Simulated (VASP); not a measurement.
A run of VASP 6.6.1 is set up as follows.

INCAR

```
SYSTEM = CoO
ALGO = Fast
EDIFF = 1E-6
ENCUT = 520
GGA = PE
ISIF = 2
ISMEAR = 0
ISPIN = 2
LASPH = .TRUE.
LCHARG = .FALSE.
LDAU = .TRUE.
LDAUJ = 0 0
LDAUL = 2 -1
LDAUPRINT = 1
LDAUTYPE = 2
LDAUU = 4 0
LMAXMIX = 4
LORBIT = 11
LREAL = .FALSE.
LWAVE = .FALSE.
MAGMOM = 0 0
NBANDS = 18
NELM = 150
PREC = Accurate
SIGMA = 0.05
```

The input KPOINTS:

```
k-points
0
G
  9 9 9
  0 0 0
```

File POSCAR:

```
CoO
1.0
   -1.5080004400      1.5080004400      2.1072503600
    1.5080004400     -1.5080004400      2.1072503600
    1.5080004400      1.5080004400     -2.1072503600
Co O
1 1
Direct
    0.0000000000      0.0000000000      0.0000000000
    0.5000000000      0.5000000000      0.0000000000
```

Potentials or basis: VASP PAW PBE potentials, release 64 (Co, O).

Command:

```sh
$ cat potpaw_PBE.64/Co/POTCAR potpaw_PBE.64/O/POTCAR > POTCAR
$ mpirun -np 1 vasp_std > vasp.out
```

Task: What does it give for the band gap on the k mesh?

Result: None (metal or under the smearing width).

Task: Predict the net moment.

Result: 0.00 μB per cell.

Task: What does it give for the pressure?

Result: -18.6 GPa.

Stress tensor (GPa, compression positive):
```
-17.49   0.00   0.00
  0.00 -17.49   0.00
  0.00   0.00 -20.97
```
